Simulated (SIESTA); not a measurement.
Input of a SIESTA 5.4.2 run:

Contents of W.fdf:

```
SystemName                      W
SystemLabel                     W
NumberOfSpecies                 1
NumberOfAtoms                   1
%block ChemicalSpeciesLabel
  1  74 W
%endblock ChemicalSpeciesLabel

LatticeConstant                 1.0 Ang
%block LatticeVectors
     0.0000000000     2.0300000000     2.0300000000
     2.0300000000     0.0000000000     2.0300000000
     2.0300000000     2.0300000000     0.0000000000
%endblock LatticeVectors
AtomicCoordinatesFormat         Fractional
%block AtomicCoordinatesAndAtomicSpecies
     0.0000000000     0.0000000000     0.0000000000  1  W
%endblock AtomicCoordinatesAndAtomicSpecies

%block kgrid.MonkhorstPack
   11   0   0  0.0
    0  11   0  0.0
    0   0  11  0.0
%endblock kgrid.MonkhorstPack
XC.Functional                   GGA
XC.Authors                      PBEsol
PAO.BasisSize                   SZP
PAO.EnergyShift                 0.003 Ry
Mesh.Cutoff                     800 Ry
OccupationFunction              FD
ElectronicTemperature           0.05 eV
MaxSCFIterations                120
SCF.MustConverge                false
SCF.Mixer.Method                Pulay
SCF.Mixer.Weight                0.25
SCF.Mixer.History               8
SCF.DM.Tolerance                5.0e-05
SCF.H.Tolerance                 1.0e-03 eV
WriteForces                     true
Charge.Mulliken                 end
BandLinesScale                  ReciprocalLatticeVectors
%block BandLines
    1    0.000000   0.000000   0.000000  \Gamma
   12    0.500000   0.000000   0.500000  X
    6    0.500000   0.250000   0.750000  W
    4    0.375000   0.375000   0.750000  K
   13    0.000000   0.000000   0.000000  \Gamma
   11    0.500000   0.500000   0.500000  L
    8    0.625000   0.250000   0.625000  U
    4    0.500000   0.250000   0.750000  W
    9    0.500000   0.500000   0.500000  L
    8    0.375000   0.375000   0.750000  K
    1    0.625000   0.250000   0.625000  U
    4    0.500000   0.000000   0.500000  X
%endblock BandLines
```

Potentials or basis: PseudoDojo 0.4 standard (PBEsol files), SZP (energy shift 0.003 Ry).

The run is started by

```sh
$ siesta < W.fdf > W.out 2>&1
```

Q: Estimate the band gap on the k mesh.

A: None (metal or under the smearing width).

Q: Predict the pressure.

A: -6.6 GPa.

Levels at the corners of the path, in eV from the Fermi level:
```tsv
point	band 4	band 5	band 6	band 7	band 8	band 9	band 10	band 11
Γ	-37.29	-9.03	-0.59	-0.59	-0.59	2.49	2.49	40.37
X	-37.67	-5.47	-4.51	2.98	4.84	5.62	5.62	14.97
W	-37.70	-3.74	-2.03	-2.03	1.62	5.62	11.16	11.16
K	-37.59	-4.33	-3.31	-0.17	2.67	4.66	10.01	10.16
Γ	-37.29	-9.03	-0.59	-0.59	-0.59	2.49	2.49	40.37
L	-37.43	-5.61	-0.81	-0.81	0.52	4.91	4.91	12.63
U	-37.59	-4.33	-3.31	-0.17	2.67	4.66	10.01	10.16
W	-37.70	-3.74	-2.03	-2.03	1.62	5.62	11.16	11.16
L	-37.43	-5.61	-0.81	-0.81	0.52	4.91	4.91	12.63
K	-37.59	-4.33	-3.31	-0.17	2.67	4.66	10.01	10.16
U	-37.59	-4.33	-3.31	-0.17	2.67	4.66	10.01	10.16
X	-37.67	-5.47	-4.51	2.98	4.84	5.62	5.62	14.97
```

Caveat: short orbitals over semicore shells can move pressures by several GPa; spin-orbit coupling is left out, which moves the levels of the heavy elements; the basis of atomic orbitals isn't converged, which shifts pressures, moduli and gaps.
